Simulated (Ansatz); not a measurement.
**Nb in Ansatz: the effect of functional**

The system is Nb.

```
Nb
1.0
    -1.66395    1.66395    1.66395
     1.66395   -1.66395    1.66395
     1.66395    1.66395   -1.66395
Nb
1
Direct
  0.00000 0.00000 0.00000
```

Alike in all runs:

```yaml
Program: Ansatz 0.2.0
Task: projected density of states
Potentials_or_basis: Ansatz PAW
k_mesh: 6 × 6 × 6
Occupations: fermi-dirac, width 0.05 eV
Spin: no spin polarisation
```

```tsv
functional	cutoff	pressure (GPa)
LDA	420 eV (not typed: the program's choice for these potentials)	?
PBE	420 eV (not typed: the program's choice for these potentials)	-5.3
PBEsol	420 eV (not typed: the program's choice for these potentials)	-11.1
RPBE	420 eV (not typed: the program's choice for these potentials)	-2.4
revPBE	420 eV (not typed: the program's choice for these potentials)	-3.2
BLYP	420 eV (not typed: the program's choice for these potentials)	1.0
r2SCAN	500 eV (not typed: the program's choice for these potentials)	-6.7
HSE06	420 eV (not typed: the program's choice for these potentials)	-9.2
PBE0	420 eV (not typed: the program's choice for these potentials)	-9.3
r2SCAN0	500 eV (not typed: the program's choice for these potentials)	-9.9
```

**Question.** What does the run with functional LDA give?

**Answer.** Pressure -14.8 GPa.

Caveats: all runs use coarse meshes; the PAW data sets come from PBE, with cores solved anew for the run's functional, which leaves a small shift of forces and pressure (some runs); the thresholds are loose for stress (some runs).
